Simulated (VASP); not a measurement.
Set up this calculation in VASP 6.6.1, as the native input.

| Property | Result |
| --- | --- |
| Task | single point |
| Functional | PBE |
| Dispersion | D3(BJ) |
| Potentials or basis | VASP PAW PBE potentials, release 64 (B, N) |
| Cutoff | 520 eV |
| k mesh | 12 × 12 × 6 |
| Occupations | gaussian, width 0.05 eV |
| Spin | no spin polarisation |
| Dipole correction | no |
| Further INCAR settings | ALGO = Fast; EDIFF = 1e-06; NBANDS = 16 |

The structure of BN lies in POSCAR:

```
BN
1.0
    2.3573577322      0.0000000000      0.0000000000
   -1.1786788661      2.0415316819      0.0000000000
    0.0000000000      0.0000000000      3.9091957216
B N
2 2
Direct
    0.6666666667      0.3333333333      0.0010493406
    0.3333333333      0.6666666667      0.5010493406
    0.6666666667      0.3333333333      0.3739506594
    0.3333333333      0.6666666667      0.8739506594
```

Measurements of this composition are mostly on another form, of space group No. 194.

These files were run (other wordings do the same):

INCAR

```
PREC = Accurate
ENCUT = 520
EDIFF = 1E-6
ISMEAR = 0
SIGMA = 0.05
LREAL = F
LASPH = T
NELM = 60
ALGO = Fast
ISIF = 2
LWAVE = F
LCHARG = F
GGA = PE
IVDW = 12
NBANDS = 16
```

KPOINTS

```
regular mesh
0
Gamma
  12 12 6
```

Potentials or basis: VASP PAW PBE potentials, release 64 (B, N).

The run is started by

```console
$ cat potpaw_PBE.64/B/POTCAR potpaw_PBE.64/N/POTCAR > POTCAR
$ mpirun -np 1 vasp_std > vasp.out
```

Results of the run:

The pressure is 128.4 GPa and the band gap on the k mesh is 4.55 eV, indirect (least direct gap 9.27 eV). The dispersion energy per atom is -0.263 eV.

Caveat: a pressure of tens of GPa on the cell as given is suspect, and the run, the potentials or the cell itself is likely at fault.

Wall time 16 s on 1 thread of Intel(R) Xeon(R) Platinum 8488C (Sapphire Rapids) (shared host), peak memory 0.15 GiB.
